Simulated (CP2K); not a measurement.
**Te: equation of state with PBEsol**

Te:

```xyz
1
Lattice="3.1542 0.0000 0.0000 -0.2173 3.1467 0.0000 -0.2173 -0.2328 3.1381" Properties=species:S:1:pos:R:3 pbc="T T T"
Te    1.3598    1.4569    1.5690
```

This isn't the form of Te at room conditions, which is trigonal, of chains.

```json
{
  "Program": "CP2K 2026.2",
  "Task": "equation of state",
  "Functional": "PBEsol",
  "Potentials or basis": "POTENTIAL_UZH Te GTH-PBE-q6; TZVP-MOLOPT-PBE-GTH basis",
  "Density cutoff": "6123 eV",
  "k mesh": "9 × 9 × 9",
  "Occupations": "fermi-dirac, width 0.05 eV",
  "Spin": "no spin polarisation"
}
```

- Equilibrium volume: 32.08 Å³/atom
- Bulk modulus at fixed shape and positions: 56 GPa
- Pressure derivative of the bulk modulus: 4.5

Energy against volume, from the lowest point:
```tsv
volume (Å³/atom)	energy (meV/atom)
29.277	49.86
29.900	28.82
30.523	13.90
31.146	4.49
31.769	0.02
32.392	0.00
33.015	3.95
```

All runs of the series together: 33 s on 1 thread of Arm Neoverse V2, on a shared host.

Caveat: the cell was scaled at fixed shape and fractional positions, which overstates the stiffness of a crystal with free parameters, most of all of layers and chains; the potentials were made for another functional, which shifts forces and pressure; the basis of atomic orbitals isn't converged, which shifts pressures, moduli and gaps. The run has no spin-orbit coupling, so splittings on Te are missing.
